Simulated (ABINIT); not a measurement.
The system is Si2W.

```
W Si
1.0
    -1.60690    1.60690    3.91495
     1.60690   -1.60690    3.91495
     1.60690    1.60690   -3.91495
W Si
1 2
Direct
  0.00000 0.00000 0.00000
  0.66530 0.66530 0.00000
  0.33470 0.33470 0.00000
```

Base run:

```yaml
Program: ABINIT 10.8.3 (patched build)
Functional: PBEsol
Potentials_or_basis: JTH PAW PBE v2.0
Cutoff: 435 eV
k_mesh: 12 × 12 × 12
Occupations: fermi-dirac, width 0.05 eV
Spin: no spin polarisation
```

Its results: band gap on the k mesh none (metal or under the smearing width); pressure -2.1 GPa; largest force 0.028 eV/Å.

Task: After a change of settings the same cell gave: band gap on the k mesh none (metal or under the smearing width); pressure 5.5 GPa; largest force 0.115 eV/Å. Which change was it?
A. functional from PBEsol to PBE
B. functional from PBEsol to RPBE
C. functional from PBEsol to PBE; k mesh from 12 × 12 × 12 to 16 × 16 × 16
D. functional from PBEsol to AM05

Result: B.

RPBE binds less tightly than PBEsol, so the same cell stands under more pressure.

Caveats: the PAW data sets were made with another functional, which shifts forces and pressure a little; spin-orbit coupling is left out, which moves the levels of the heavy elements.
